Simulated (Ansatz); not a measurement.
**TePb (Fm-3m), a sublattice moved along a line**

Computed with DFT LDA, scalar-relativistic, plane waves, PAW in Ansatz. The runs took a 420 eV cutoff, a Γ-centred 8×8×8 mesh and Gaussian smearing (0.05 eV). Spin–orbit coupling is left out, which matters for the heavy elements here. No spin polarisation. Energies are free energies at this smearing, counted from the undisturbed cell; pressure is positive in compression.

The starting cell (as given, not relaxed at this level; it stands at -1.6 GPa):

```
Te Pb
1.0
     0.00000    3.22700    3.22700
     3.22700    0.00000    3.22700
     3.22700    3.22700    0.00000
Te Pb
1 1
Direct
  0.50000 0.50000 0.50000
  0.00000 0.00000 0.00000
```

Every Pb atom is moved by x along the Cartesian unit vector (0.000, 1.000, 0.000); the cell and all other atoms stay fixed.

| x (Å) | ΔE (meV/cell) | force along x on the moved atoms (eV/Å) | pressure (GPa) | gap on the mesh (eV) |
| --- | --- | --- | --- | --- |
| -0.3000 | 38.9 | 0.44 | -0.4 | 1.00 |
| -0.1500 | 4.2 | 0.08 | -1.3 | 0.78 |
| 0.0000 | 0.0 | 0.00 | -1.6 | 0.64 |
| 0.0375 | 0.1 | -0.01 | -1.5 | 0.65 |
| 0.0750 | 0.7 | -0.02 | -1.5 | 0.68 |
| 0.1125 | ? | -0.04 | ? | 0.72 |
| 0.1875 | 8.3 | -0.14 | ? | ? |
| 0.2250 | 14.8 | -0.22 | -1.0 | 0.91 |
| 0.2625 | 24.7 | -0.32 | -0.7 | 0.96 |

By symmetry 0.3000 repeats -0.3000, -0.2250 repeats 0.2250, 0.1500 repeats -0.1500, -0.0750 repeats 0.0750 in energy; the slope of the energy along the path changes sign there.

(1) Give the withheld values.

Answers

(1) ΔE (meV/cell) at x (Å) = 0.1125: 1.8; pressure (GPa) at x (Å) = 0.1125: -1.4; pressure (GPa) at x (Å) = 0.1875: -1.1; gap on the mesh (eV) at x (Å) = 0.1875: 0.84.